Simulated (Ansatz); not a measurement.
# Relaxing random alloy of the diamond Si-Ge line, x = 0.75 (64 atoms)

How does random alloy of the diamond Si-Ge line, x = 0.75 (64 atoms) relax, and what do bonds, charges and levels look like afterwards?

Calculated with Ansatz 0.2.0; Kohn-Sham DFT, PBE, PAW (set soft_2), plane waves.

This is a report of a sequence of runs, with the program logs left out and the cost of each run kept.

## (1) The structure

The cell holds 64 atoms: 16 Si and 48 Ge. Cell: a = 11.374 Å, b = 11.374 Å, c = 11.374 Å, α = 90.0°, β = 90.0°, γ = 90.0°. It derives from Si and Ge (diamond Si-Ge), repeated 2×2×2. Diamond Si-Ge: 64 atoms, 48 of 64 Si sites given to Ge at random, cell and internal coordinates interpolated linearly between the end members (Vegard's rule); not relaxed, displaced by a Gaussian of 0.02 Å. Lattice constants are starting values near those of PBE.

Limits known from the start: The host structure and its lattice constant were typed by rule, without a check against the phase diagram. Only the Γ point is sampled in the main run, in a cell whose shortest periodic width is 11 Å.

## (2) Single point at the start

A single point comes first, to see the forces before anything moves.

Input file input.yaml:

```yaml
crystal:
  lattice:
    - [11.3745, 0.0, 0.0]
    - [0.0, 11.3745, 0.0]
    - [0.0, 0.0, 11.3745]
  atoms:
    - { symbol: Si, position: [0.00286, 0.99892, 0.99907] }
    - { symbol: Ge, position: [0.12311, 0.12652, 0.12095] }
    - { symbol: Si, position: [0.00307, 0.24866, 0.25056] }
    - { symbol: Si, position: [0.12456, 0.37757, 0.37138] }
    - { symbol: Si, position: [0.24943, 0.99932, 0.25199] }
    - { symbol: Ge, position: [0.37307, 0.1247, 0.37346] }
    - { symbol: Si, position: [0.25007, 0.25102, 0.99806] }
    - { symbol: Ge, position: [0.37701, 0.37659, 0.12588] }
[... 52 atom lines left out ...]
    - { symbol: Ge, position: [0.74776, 0.50055, 0.75088] }
    - { symbol: Ge, position: [0.87727, 0.62481, 0.87391] }
    - { symbol: Ge, position: [0.75099, 0.75042, 0.50049] }
    - { symbol: Ge, position: [0.87487, 0.87704, 0.62565] }
kpoints:
  mp_grid: { grid: [1, 1, 1] }
hamiltonian:
  xc: pbe
scf:
  occupations: { method: fermi_dirac, width: 0.025 }
output:
  forces: true
```

On the command line:

```sh
ansatz run input.yaml --threads 4 --pin off --max-ram 8192MiB --backend cpu --events-out ev --progress --plain --runs-dir out
```

Wall time 16 s (4 threads of Arm Neoverse V1, shared host); peak memory 1.9 GiB; 62 s of CPU time.

Numbers from this run:

```yaml
free_energy: -216322.0362 eV
free_energy_per_atom: -3380.0318 eV/atom
scf_cycles: 7
r_m_s_force_component: 0.3347 eV/Å
longest_force: 1.222 eV/Å
fermi_energy: 7.662 eV
```

The r.m.s. force component of 0.33 eV/Å sets the starting point.

Length of the force by element and coordination:

```csv
element,coordination,atoms,mean length of the force (eV/Å),spread,least,most
Ge,all,48,0.522,0.263,0.123,1.22
Si,all,16,0.504,0.252,0.153,1.11
```

## (3) Cell and atoms relaxed

The cell is relaxed with the atoms, since the starting lattice needn't suit this functional.

Edit input.yaml of step 2 so:

```diff
@@ -15 +15,5 @@
   forces: true
+relax:
+  f_tol: 0.04
+  max_steps: 150
+  cell: {}
```

Run time: 79 s. Hardware: 4 threads; peak memory 2 GiB; 5.1 min of CPU time.

Relaxation path:

```csv
step,energy less that of the first step (eV),largest force component (eV/Å),pressure (GPa),volume (Å³)
1,0.0000,0.9740,-0.12,1471.62
2,-0.7970,0.1706,0.03,1465.08
3,-0.8474,0.0162,0.01,1465.60
4,-0.8483,0.0025,0.00,1465.82
5*,-0.8473,0.0025,0.00,1465.82
```

Relaxation steps marked * repeat the geometry before them on a plane-wave basis chosen anew for their cell, so energy and pressure can jump there.

```csv
cell as run,before,after,change
a (Å),11.374,11.359,-0.1 %
b (Å),11.374,11.359,-0.1 %
c (Å),11.374,11.360,-0.1 %
β (°),90.00,89.98,-0.0 %
γ (°),90.00,89.99,-0.0 %
volume (Å³/atom),22.99,22.90,-0.4 %
```

The atoms that moved most (Å, as changes of fractional coordinates times the final cell):

```csv
atom,dx,dy,dz,length
Si42,-0.043,0.097,-0.028,0.110
Ge54,0.091,0.010,0.020,0.094
Ge36,-0.019,-0.072,0.032,0.082
Ge40,0.066,-0.043,0.022,0.081
Ge57,-0.068,-0.001,0.043,0.081
Ge23,-0.019,-0.046,-0.060,0.077
Ge48,0.018,-0.015,-0.073,0.076
Si31,-0.063,-0.022,0.024,0.072
```

The relaxation changed the energy by -13.2 meV/atom, and atoms moved by 0.053 Å r.m.s., 0.11 Å at most.

## (4) Distances and neighbours after relaxation

Bonds before and after, by the cutoffs listed below:

```csv
pair,bonds before,bonds after,mean before (Å),mean after (Å),spread before (Å),spread after (Å)
Ge-Ge,72,72,2.462,2.480,0.027,0.009
Ge-Si,48,48,2.464,2.438,0.026,0.012
Si-Si,8,8,2.464,2.402,0.029,0.008
```

Density 4.46 g/cm³, 22.90 Å³ an atom.

g(r), total and by pair (bins of 0.1 Å):

```csv
r (Å),total,Ge-Ge,Ge-Si,Si-Si
2.25,0.00,0.00,0.00,0.00
2.35,0.51,0.00,0.00,8.08
2.45,11.50,11.70,12.30,4.65
2.55,0.09,0.16,0.00,0.00
2.65,0.00,0.00,0.00,0.00
2.75,0.00,0.00,0.00,0.00
2.85,0.00,0.00,0.00,0.00
2.95,0.00,0.00,0.00,0.00
3.05,0.00,0.00,0.00,0.00
3.15,0.00,0.00,0.00,0.00
3.25,0.00,0.00,0.00,0.00
3.35,0.00,0.00,0.00,0.00
3.45,0.00,0.00,0.00,0.00
3.55,0.00,0.00,0.00,0.00
3.65,0.00,0.00,0.00,0.00
3.75,0.00,0.00,0.00,0.00
3.85,0.00,0.00,0.00,0.00
3.95,4.10,3.48,4.64,6.37
4.05,9.40,10.20,8.03,10.10
4.15,0.07,0.12,0.00,0.00
4.25,0.00,0.00,0.00,0.00
4.35,0.00,0.00,0.00,0.00
4.45,0.00,0.00,0.00,0.00
4.55,0.00,0.00,0.00,0.00
4.65,4.21,3.86,4.81,3.75
4.75,5.61,5.63,5.97,3.27
4.85,0.05,0.04,0.07,0.00
4.95,0.00,0.00,0.00,0.00
5.05,0.00,0.00,0.00,0.00
5.15,0.00,0.00,0.00,0.00
5.25,0.00,0.00,0.00,0.00
5.35,0.00,0.00,0.00,0.00
5.45,0.00,0.00,0.00,0.00
5.55,0.06,0.10,0.00,0.00
5.65,2.37,2.21,2.80,1.15
5.75,0.97,0.95,0.97,1.11
5.85,0.00,0.00,0.00,0.00
5.95,0.00,0.00,0.00,0.00
6.05,0.09,0.11,0.08,0.00
6.15,3.21,3.15,3.13,4.31
6.25,2.41,2.45,2.51,1.40
6.35,0.00,0.00,0.00,0.00
6.45,0.00,0.00,0.00,0.00
6.55,0.00,0.00,0.00,0.00
```

Bonds by pair of elements; cutoffs follow the first minimum of g(r), held within bounds set by covalent radii, and pairs that aren't listed don't count as bonded:

```csv
pair A-B,cutoff (Å),bonds,mean length (Å),spread (Å),shortest (Å),B about A,A about B
Ge-Ge,2.88,72,2.48,0.009,2.46,3,3
Ge-Si,2.88,48,2.44,0.012,2.42,1,3
Si-Si,2.83,8,2.40,0.008,2.39,1,1
```

How many atoms have how many bonded neighbours:

```csv
element,mean,4
Ge,4,48
Si,4,16
```

Bond angles (no mean is given where the spread exceeds 20°):

```csv
angle,count,mean (°),spread (°)
Ge-Ge-Ge,166,109,0.8
Ge-Ge-Si,100,110,0.9
Ge-Si-Ge,55,109,0.9
Ge-Si-Si,34,110,1
Si-Ge-Si,22,111,1.1
```

Rings of the network by King's shortest-path rule, up to 12 atoms, one path for each pair of neighbours; H, halogens, alkali and alkaline-earth atoms are left out:

```csv
ring size (atoms),rings,per network atom
6,128,2
```

First main peaks of g(r), for some of the pairs, lie near 2.48 Å (Ge-Ge), 2.43 Å (Ge-Si) and 2.39 Å (Si-Si). With the cutoffs above, all Ge atoms have 4 and all Si atoms have 4 bonded neighbours. The Ge-Ge-Ge angle averages 109° with a spread of 0.8°. All rings counted have 6 atoms.

## (5) Single point at the relaxed geometry

One more single point at the end of the walk gives the fuller output and checks the residual forces.

Input file input.yaml:

```yaml
crystal:
  lattice:
    - [11.35936, 0.00117, 0.00175]
    - [0.00117, 11.3593, -0.0006]
    - [0.00175, -0.0006, 11.35992]
  atoms:
    - { symbol: Si, position: [0.00167, 0.99976, 0.00094] }
    - { symbol: Ge, position: [0.12523, 0.12597, 0.12589] }
    - { symbol: Si, position: [0.00257, 0.25247, 0.25349] }
    - { symbol: Si, position: [0.12178, 0.376, 0.37659] }
    [... 54 atom lines left out ...]
    - { symbol: Ge, position: [0.49714, 0.74776, 0.75189] }
    - { symbol: Ge, position: [0.62365, 0.87606, 0.87503] }
    - { symbol: Ge, position: [0.75133, 0.49955, 0.74817] }
    - { symbol: Ge, position: [0.87852, 0.62622, 0.87163] }
    - { symbol: Ge, position: [0.75195, 0.749, 0.5005] }
    - { symbol: Ge, position: [0.87736, 0.8739, 0.62668] }
kpoints:
  mp_grid: { grid: [1, 1, 1] }
hamiltonian:
  xc: pbe
scf:
  occupations: { method: fermi_dirac, width: 0.025 }
output:
  forces: true
  stress: true
  populations: true
  dos:
    method: { smearing: { sigma: 0.08 } }
    de: 0.05
    projected: { site_lists: { Ge: [Ge], Si: [Si] } }
  eigenvalues: true
  write_density: true
  write_potential: true
  volumetric_format: npy
```

Elapsed: 30 s, on 4 threads; peak memory 2 GiB.

The run gave:

| Quantity | Value |
| --- | --- |
| free energy | -216322.8835 eV |
| free energy per atom | -3380.0451 eV/atom |
| SCF cycles | 8 |
| pressure | 0.0005235 GPa |
| r.m.s. force component | 0.00093 eV/Å |
| longest force | 0.00351 eV/Å |
| Fermi energy | 7.707 eV |
| gap (highest filled to lowest empty level) | 0.2285 eV |
| spilling of the projection | 0.00203 |

Löwdin charges by element and coordination (they lack the spilled electrons, 0.023 e an atom on average):

```csv
element,coordination,atoms,mean charge (e),spread,least,most
Ge,all,48,0.0017,0.0189,-0.0496,0.0309
Si,all,16,0.0884,0.0188,0.0495,0.114
```

Charge against the make-up of the first shell:

```csv
Si neighbours of Si,atoms,mean charge (e)
0,6,0.107
1,5,0.091
2,4,0.067
3,1,0.05
```

Density of states as counts of states in windows of 1 eV (from the Fermi level), total and the larger projections:

```csv
from (eV),to (eV),total,Ge p,Si p,Ge s,Si s
-18,-13,0.0,0.0,0.0,0.0,0.0
-13,-12,2.0,0.0,0.0,1.6,0.4
-12,-11,12.0,2.2,0.7,7.5,1.5
-11,-10,32.0,6.0,2.1,18.5,5.2
-10,-9,0.0,0.0,0.0,0.0,0.0
-9,-8,36.0,9.0,3.3,18.1,5.5
-8,-7,8.0,3.8,1.3,2.0,0.8
-7,-6,23.0,7.8,2.9,9.0,3.2
-6,-5,1.0,0.4,0.1,0.2,0.3
-5,-4,13.5,4.3,2.4,4.7,1.9
-4,-3,54.9,39.7,13.5,1.0,0.4
-3,-2,21.6,14.9,6.6,0.0,0.0
-2,-1,45.9,36.2,9.4,0.0,0.0
-1,0,6.0,4.7,1.0,0.1,0.0
0,1,31.3,11.7,5.0,9.5,2.9
1,2,21.8,10.6,3.8,4.6,1.3
2,3,22.9,11.2,3.5,3.4,1.5
3,4,20.3,11.0,4.6,1.0,0.2
```

Between -25 and -18 eV lie 480 more states.

The levels nearest the highest filled one (over half full), pooled over k-points and spins:

```csv
level less the highest filled one (eV),occupation
-1.24,2
-1.22,2
-1.19,2
-0.0085,1.99
-0.0053,1.99
0,1.99
0.229,0.029
0.262,0.008
0.317,0.001
0.411,0
0.525,0
0.651,0
```

Electrostatic potential energy in the ac plane at fractional y = 0.000, with atoms of Si and Ge within 0.2 Å of it. With pseudopotentials it is smooth inside the atoms' cores, unlike the true potential.

Ten even steps from '0' (-35 eV) to '9' (11 eV), each cell a mean:
```
01589999999997310258999999999830
46899999999998755689999999999975
99999999999999999999999999999999
99999988789999999999998888999999
99999853247999999999985334799999
99999720014899999999972001589999
99999731025899999999973102589999
99999875468999999999987546899999
99999999999999999999999999999999
78999999999999887899999999999988
24799999999998532379999999999863
01489999999997300148999999999730
02589999999997310258999999999731
46899999999999755689999999999875
99999999999999999999999999999999
99999988889999999999998878999999
99999852147999999999985323699999
99999720005899999999973001489999
99999730005899999999974102589999
99999875468999999999997556899999
99999999999999999999999999999999
78999999999999887899999999999988
13789999999998532479999999999862
00489999999997200158999999999720
```
Columns run along a (11.4 Å; values clipped at the 3rd and 97th percentile), rows up along c (11.4 Å). Atoms in or near the plane, at fractional coordinates: Si at (0.00, 0.00), Si at (0.25, 0.25), Ge at (0.00, 0.50), Ge at (0.25, 0.75), Ge at (0.50, 0.00), Ge at (0.75, 0.25), Ge at (0.50, 0.50), Ge at (0.75, 0.75).

Valence density in the ac plane at fractional y = 0.000, with atoms of Si and Ge within 0.2 Å of it. It is the smooth field of the valence electrons, not physical close to the nuclei.

Values in e/Å³, 13 rows by 16 columns, each cell a mean:
```
 0  0  0  0  0  0  0  3  5  0  0  0  0  0  0  0
 0  0  0  0  0  0  0  0  0  0  0  0  0  0  0  0
 0  0  0  3  6  0  0  0  0  0  0  3  5  0  0  0
 0  0  0  7 13  0  0  0  0  0  0  8 12  0  0  0
 0  0  0  0  0  0  0  0  0  0  0  0  0  0  0  0
 2  0  0  0  0  0  0  1  2  0  0  0  0  0  0  1
17  1  0  0  0  0  0  8 16  1  0  0  0  0  0  8
 1  0  0  0  0  0  0  0  1  0  0  0  0  0  0  0
 0  0  0  0  0  0  0  0  0  0  0  0  1  0  0  0
 0  0  0  0  0  0  0  0  0  0  0  8 17  1  0  0
 0  0  0  0  0  0  0  0  0  0  0  1  2  0  0  0
 0  0  0  0  0  0  0  0  0  0  0  0  0  0  0  0
 0  0  0  0  0  0  0  7 12  0  0  0  0  0  0  0
```
Columns run along a (11.4 Å), rows up along c (11.4 Å). Atoms in or near the plane, at fractional coordinates: Si at (0.00, 0.00), Si at (0.25, 0.25), Ge at (0.00, 0.50), Ge at (0.25, 0.75), Ge at (0.50, 0.00), Ge at (0.75, 0.25), Ge at (0.50, 0.50), Ge at (0.75, 0.75).

Mean Löwdin charges: Ge +0.00, Si +0.09 e. Charges this small depend on the projection, at times even in sign. The charge on Si changes by -0.020 e for each Si neighbour that takes the place of another kind, on average. Just under the Fermi level the largest share is Ge p (81 % of the projected weight), just over it Ge s (54 % of the projected weight).

The surroundings of Ge2, whose charge lies farthest from its element's mean, nearest first, numbered as they follow in the input and with coordinates relative to it.

```csv
atom,x,y,z,distance (Å),bonds,Löwdin charge (e)
Ge2,0.00,0.00,0.00,0.00,4,-0.05
Si5,1.41,-1.42,1.41,2.45,4,0.10
Si7,1.42,1.40,-1.42,2.45,4,0.11
Si1,-1.40,-1.43,-1.42,2.46,4,0.10
Si3,-1.39,1.44,1.45,2.47,4,0.09
Ge8,2.82,2.79,0.00,3.97,4,-0.02
Ge40,-2.81,2.81,0.02,3.97,4,0.01
Ge6,2.83,0.00,2.79,3.97,4,-0.01
Ge24,2.80,-2.82,0.00,3.98,4,0.01
Ge56,-2.78,-2.84,0.00,3.98,4,-0.02
Ge46,-2.82,-0.04,-2.82,3.99,4,0.00
Ge12,0.04,2.82,-2.83,4.00,4,0.00
Ge38,-2.84,0.05,2.85,4.02,4,-0.02
Ge20,0.03,-2.87,2.81,4.02,4,-0.04
Si4,-0.04,2.84,2.85,4.02,4,0.07
Ge14,2.84,0.05,-2.87,4.04,4,-0.02
Ge28,-0.04,-2.86,-2.86,4.04,4,-0.01
```

## (6) K-mesh 2×2×2

Large cells are often run on few k-points; this run checks whether the reference had enough.

Edit input.yaml of step 5 so:

```diff
@@ -8,3 +8,3 @@
 kpoints:
-  mp_grid: { grid: [1, 1, 1] }
+  mp_grid: { grid: [2, 2, 2] }
 hamiltonian:
@@ -22,4 +22 @@
   eigenvalues: true
-  write_density: true
-  write_potential: true
-  volumetric_format: npy
```

Wall time 5.6 min (4 threads); peak memory 5.9 GiB.

The program notes that it cut back its work space to fit the memory limit.

Geometry and reference: those of the single point at the relaxed geometry.

Forces differ from those of the single point at the relaxed geometry by 16 meV/Å r.m.s.; the energy by -125 meV/atom and the pressure by -0.14 GPa. It took roughly 11 times the reference's time (one timing each, with unlike analyses asked), in 9 cycles against 8.

(Part 1 of 2 ends here.)

[Long decimals in the printed logs are rounded to 6 places.]

[Logs are printed without paths, hosts, clocks, repeated set-up lines and the standing remarks that a program may print on its own settings, such as how far it seeks lower states.]

[Hosts, paths, dates, database ids (printed as entryN), source tags and the programs' standing remarks are cut or masked in the printed files.]

[A walk said to have stopped at its limit may instead have ended on an SCF cycle that didn't converge.]
